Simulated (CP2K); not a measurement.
## CdS (Hawleyite) under changes of volume

One of the cells (24.808 Å³/atom); the others are scaled copies at fixed shape and fractional positions:

```xyz
2
Lattice="4.1246 0.0000 0.0000 2.0623 3.5720 0.0000 2.0623 1.1907 3.3677" Properties=species:S:1:pos:R:3 pbc="T T T"
Cd    0.0000    0.0000    0.0000
S     6.1868    3.5720    2.5258
```

```yaml
Program: CP2K 2026.2
Functional: PBEsol
Potentials_or_basis: POTENTIAL_UZH Cd GTH-PBE-q12, S GTH-PBE-q6; TZVP-MOLOPT-PBE-GTH basis
Density_cutoff: 6123 eV
k_mesh: 8 × 8 × 8
Occupations: fermi-dirac, width 0.05 eV
Spin: no spin polarisation
```

```csv
volume (Å³/atom),energy over the lowest point (meV/atom),pressure (GPa),gap on the mesh (eV)
23.319,25.98,5.2,1.10
23.815,12.53,3.5,1.06
24.312,4.05,2.0,1.02
24.808,0.03,0.6,0.98
25.304,0.00,-0.6,0.94
25.800,?,?,?
26.296,10.28,-2.7,0.86
```

Task: What does the run at 25.800 Å³/atom give?

Result: Energy over the lowest point 3.54 meV/atom; pressure -1.7 GPa; gap on the mesh 0.90 eV.

Worked out: A Birch-Murnaghan fit of order 3 (a polynomial in V^(-2/3)) to the other rows has its minimum at 25.06 Å³/atom with B0 = V·E''(V) = 61 GPa and B' = 4.5. It gives 3.54 meV/atom at 25.800 Å³/atom, against the run's 3.54, and -dE/dV = -1.7 GPa, against -1.7. A straight line through the other rows of the gap, of slope -2 eV per unit of ln V (its deformation potential), gives 0.90 eV, against the run's 0.90.

Energies are extrapolated to zero smearing.

Caveats: the potentials were made for another functional, which shifts forces and pressure; the basis of atomic orbitals isn't converged, which shifts pressures, moduli and gaps.

Spin-orbit coupling on Cd is left out.
